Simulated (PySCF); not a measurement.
An unknown is described by computed data only.

Formula: C8H6.

| Property | Result |
| --- | --- |
| 13C NMR | chemical shifts (computed TMS as zero) by class: 139.7 (2 C), 134.0 (1 C), 133.4 (2 C), 127.4 (1 C), 87.1 (1 C), 87.0 (1 C) ppm [GIAO PBE0/pcSseg-1] |
| 1H NMR | chemical shifts (computed TMS as zero) by class: 7.67 (2 H), 7.44 (2 H), 7.42 (1 H), 3.19 (1 H) ppm [GIAO PBE0/pcSseg-1] |
| Rotational structure | rotational constants A, B, C: 5.685, 1.526, 1.203 GHz [PBE0-D3(BJ)/def2-SVP] |
| Couplings | largest of the computed one-bond spin–spin couplings (means over like bonds): 13C–1H +275.1, 13C–13C +200.5, 13C–1H +170.6 (×2), 13C–1H +168.0 (×2), 13C–1H +167.9, 13C–13C +99.3, 13C–13C +63.4 (×2), 13C–13C +62.5 (×2) Hz [B3LYP/pcJ-1, spin–dipole term left out] |
| Dipole | 0.66 D [PBE0/pcSseg-1] |

Electronic properties: PySCF, gas phase, density fitting. Levels stand in brackets. Isolated species at its PBE0-D3(BJ)/def2-SVP geometry, gas phase. NMR classes are plain means over equivalent atoms (diastereotopic ones count apart unless rotation or inversion swaps them), as if these changed places fast.

Problem. Propose a structure and show how it fits.

Solution. Numbering: `[CH:1]#[C:2][c:3]1[cH:4][cH:5][cH:6][cH:7][cH:8]1`. Its formula, C8H6, gives 6 degrees of unsaturation: 1 ring and 5 π bonds in the structure found (Kekulé form). 8 carbons fall into 6 classes; from least to most shielded: aromatic CH carbon [C4/C8] (139.7 ppm, 2 C), aromatic CH carbon [C6] (134.0 ppm), aromatic CH carbon [C5/C7] (133.4 ppm, 2 C), substituted aromatic carbon [C3] (127.4 ppm), alkyne carbon [C2] (87.1 ppm), terminal alkyne carbon [C1] (87.0 ppm). Hydrogen classes from least to most shielded: 2 H on the ortho carbons, C4/C8 (7.67 ppm), 2 H on the meta carbons, C5/C7 (7.44 ppm), 1 H on the para carbon, C6 (7.42 ppm), 1 H on a terminal alkyne carbon, C1 (3.19 ppm). The couplings run between: +275.1 Hz, terminal alkyne carbon [C1] and its hydrogen; +200.5 Hz, terminal alkyne carbon [C1] and alkyne carbon [C2]; +170.6 Hz, aromatic CH carbon [C4] and its hydrogen (with 1 like pair); +168.0 Hz, aromatic CH carbon [C5] and its hydrogen (with 1 like pair); +167.9 Hz, aromatic CH carbon [C6] and its hydrogen; +99.3 Hz, alkyne carbon [C2] and substituted aromatic carbon [C3]; +63.4 Hz, substituted aromatic carbon [C3] and aromatic CH carbon [C4] (with 1 like pair); +62.5 Hz, aromatic CH carbon [C4] and aromatic CH carbon [C5] (with 1 like pair). The optimised geometry has point group C2v and is an asymmetric top. Structure: phenylacetylene, `C#Cc1ccccc1`. The assignments are read from this structure; whether some other isomer fits the data as well wasn't checked.
